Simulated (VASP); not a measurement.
# VASP 6.6.1 run: BaTe

INCAR

```
GGA = PE
NELM = 120
ISMEAR = -1
EDIFF = 1E-7
IBRION = 1
LWAVE = .FALSE.
LCHARG = .FALSE.
PREC = Accurate
LASPH = .TRUE.
SIGMA = 0.02
EDIFFG = -5E-3
ENCUT = 600
NBANDS = 15
NSW = 40
LREAL = .FALSE.
ISIF = 3
```

KPOINTS

```
KPOINTS created by Atomic Simulation Environment
0
Gamma
6 6 6
0 0 0
```

POSCAR

```
Ba Te
 1.0000000000000000
     0.0000000000000000    3.6605770000000000    3.6605770000000000
     3.6605770000000000    0.0000000000000000    3.6605770000000000
     3.6605770000000000    3.6605770000000000    0.0000000000000000
 Ba  Te
   1   1
Cartesian
  0.0000000000000000  0.0000000000000000  0.0000000000000000
  3.6605770000000000  3.6605770000000000  3.6605770000000000
```

The recommended PBE PAW datasets give the neutral cell 16 valence electrons.

Command

```
mpirun -np 1 vasp_std
```

How does this run end, and what does it give?

It converged. Results: relaxed cell vector lengths 5.014, 5.014, 5.014 Å; relaxed cell volume 89.11 Å³.

OSZICAR

```
N       E                     dE             d eps       ncg     rms          rms(c)
DAV:   1     0.922674600972E+02    0.92267E+02   -0.67138E+03   480   0.988E+02
DAV:   2    -0.201912000555E+01   -0.94287E+02   -0.86623E+02   641   0.160E+02
DAV:   3    -0.847675110302E+01   -0.64576E+01   -0.64119E+01   634   0.450E+01
DAV:   4    -0.869698009919E+01   -0.22023E+00   -0.22019E+00   627   0.831E+00
DAV:   5    -0.870138285260E+01   -0.44028E-02   -0.44027E-02   691   0.100E+00    0.321E+00
DAV:   6    -0.854878802518E+01    0.15259E+00   -0.17903E-01   550   0.199E+00    0.209E+00
DAV:   7    -0.855058117092E+01   -0.17931E-02   -0.12567E-01   607   0.191E+00    0.855E-01
DAV:   8    -0.856098510203E+01   -0.10404E-01   -0.19533E-02   480   0.965E-01    0.195E-01
DAV:   9    -0.856124055590E+01   -0.25545E-03   -0.12529E-03   648   0.209E-01    0.769E-02
DAV:  10    -0.856154440455E+01   -0.30385E-03   -0.49979E-04   494   0.150E-01    0.162E-02
...
DAV:   1    -0.863067792306E+01   -0.10586E-02   -0.24950E-02   606   0.967E-01    0.146E-01
DAV:   2    -0.862995780410E+01    0.72012E-03   -0.12865E-03   536   0.245E-01    0.703E-02
DAV:   3    -0.862970363644E+01    0.25417E-03   -0.86598E-04   713   0.165E-01    0.246E-02
DAV:   4    -0.862970601840E+01   -0.23820E-05   -0.11998E-05   529   0.247E-02    0.172E-02
DAV:   5    -0.862970674138E+01   -0.72298E-06   -0.70645E-06   746   0.153E-02    0.478E-03
DAV:   6    -0.862970645438E+01    0.28700E-06   -0.19115E-07   530   0.339E-03    0.258E-03
DAV:   7    -0.862970617191E+01    0.28247E-06   -0.15893E-07   522   0.367E-03    0.871E-04
DAV:   8    -0.862970603452E+01    0.13739E-06   -0.23089E-08   247   0.142E-03    0.256E-04
DAV:   9    -0.862970610637E+01   -0.71856E-07   -0.95573E-09   240   0.752E-04
   3 F= -.86297061E+01 E0= -.86297061E+01  d E =-.868482E-04
```

Standard output (part)

```
POSCAR found type information on POSCAR BaTe
 POSCAR found :  2 types and       2 ions
 LDA part: xc-table for (Slater+PW92), standard interpolation
 POSCAR, INCAR and KPOINTS ok, starting setup
 WAVECAR not read
 entering main loop
 BRION: g(F)=  0.395E-60 g(S)=  0.133E+00
 bond charge predicted
 BRION: g(F)=  0.456E-61 g(S)=  0.207E-03 retain N=  1 mean eig= 0.96
 eig:   0.963
 bond charge predicted
 BRION: g(F)=  0.264E-60 g(S)=  0.231E-05 retain N=  1 mean eig= 0.87
 eig:   0.871
 reached required accuracy - stopping structural energy minimisation
```

| ionic step | ΔE (meV/atom) | volume (Å³) | largest force (eV/Å) | pressure (GPa) | electronic steps |
| --- | --- | --- | --- | --- | --- |
| 1 | 0.0 | 98.10 | 0.000 | -2.22 | 14 |
| 2 | -34.0 | 88.78 | 0.000 | 0.10 | 12 |
| 3 | -34.1 | 89.11 | 0.000 | -0.01 | 9 |

For comparison, a separate PBE relaxation on usual settings, not on those above, ends at 89.07 Å³.
